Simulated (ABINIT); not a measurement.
The system is NiO.

```xyz
2
Lattice="0.0000 2.0859 2.0859 2.0859 0.0000 2.0859 2.0859 2.0859 0.0000" Properties=species:S:1:pos:R:3 pbc="T T T"
Ni    0.0000    0.0000    0.0000
O     2.0859    2.0859    2.0859
```

Program: ABINIT 10.8.3 (patched build). Alike in all runs: task single point; spin collinear, ferromagnetic start; cell as given; smearing fermi-dirac 0.05 eV. Hardware: 1 thread of Arm Neoverse V1 (shared host).

Question: Order these runs on this cell by their wall time, lowest first.
A. level PBE; potentials or basis JTH PAW PBE v2.0; k mesh 11 × 11 × 11; cutoff (eV) 1116; fine-grid cutoff 1714.32 eV; mesh quality not flagged
B. level LDA; potentials or basis JTH PAW LDA v2.0; k mesh 4 × 4 × 4; cutoff (eV) 816; fine-grid cutoff 1414.99 eV; mesh quality coarse
C. level PBE; potentials or basis SG15 NC PBE v1.2; k mesh 8 × 8 × 8; cutoff (eV) 1225; mesh quality not flagged

Answer: B (13 s), C (110 s), A (230 s).

Caveats: some runs use coarse meshes; small starting moments can end in a higher magnetic state in this program; a cell with one magnetic atom can't hold antiferromagnetic order, which such compounds often take (some runs).

Not every run made on this cell is shown here.
